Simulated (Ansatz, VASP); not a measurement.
## HfC in VASP and in Ansatz

The input INCAR:

```
SYSTEM = HfC
ALGO = Normal
EDIFF = 1E-7
ENCUT = 520
GGA = CA
ISIF = 2
ISMEAR = 0
LASPH = .True.
LCHARG = .False.
LREAL = .False.
LWAVE = .False.
NBANDS = 14
NELM = 100
PREC = Accurate
SIGMA = 0.05
```

Contents of KPOINTS:

```
k-points
0
Gamma
  6 6 6
  0 0 0
```

Contents of POSCAR:

```
HfC
1.0
    2.8007261558      0.0000000000      0.0000000000
    0.0000000000      2.8007261558      0.0000000000
    0.0000000000      0.0000000000      2.8007261558
Hf C
1 1
Direct
    0.0000000000      0.0000000000      0.0000000000
    0.5000000000      0.5000000000      0.5000000000
```

Input for Ansatz:

```yaml
crystal:
  lattice:
    - [2.8007261558, 0.0, 0.0]
    - [0.0, 2.8007261558, 0.0]
    - [0.0, 0.0, 2.8007261558]
  atoms:
    - { symbol: Hf, position: [0.0, 0.0, 0.0] }
    - { symbol: C, position: [0.5, 0.5, 0.5] }
basis:
  ecutwfc: 420
kpoints:
  mp_grid: { grid: [6, 6, 6] }
hamiltonian:
  xc: lda
scf:
  occupations: { method: gaussian, width: 0.05 }
output:
  forces: true
  stress: true
  eigenvalues: true
```

The cell comes from a database or a generator and needn't be the stable form of this composition.

Alike in both runs: task single point; functional LDA; k mesh 6 × 6 × 6; occupations gaussian, width 0.05 eV; no spin polarisation.

|  | VASP | Ansatz |
| --- | --- | --- |
| version | VASP 6.6.1 | Ansatz 0.2.0 |
| potentials or method | VASP PAW LDA potentials, release 64 (Hf_pv, C) | scalar-relativistic, plane waves, PAW |
| plane-wave cutoff (eV) | 520 | 420 |
| valence electrons in the cell | 14 | 30 |

|  | VASP | Ansatz | Ansatz less VASP |
| --- | --- | --- | --- |
| gap on the k mesh at the Fermi level (eV) | none | none | - |
| pressure (GPa) | 10.8 | 11.1 | +0.38 |

A gap of «none» marks a metal or a gap that the smearing closes. The two sets of potentials don't hold the same shells in valence.

Caveats: the k mesh is coarse (spacing up to 0.37 Å⁻¹), so the values aren't converged. The runs have no spin-orbit coupling, so splittings on Hf are missing.
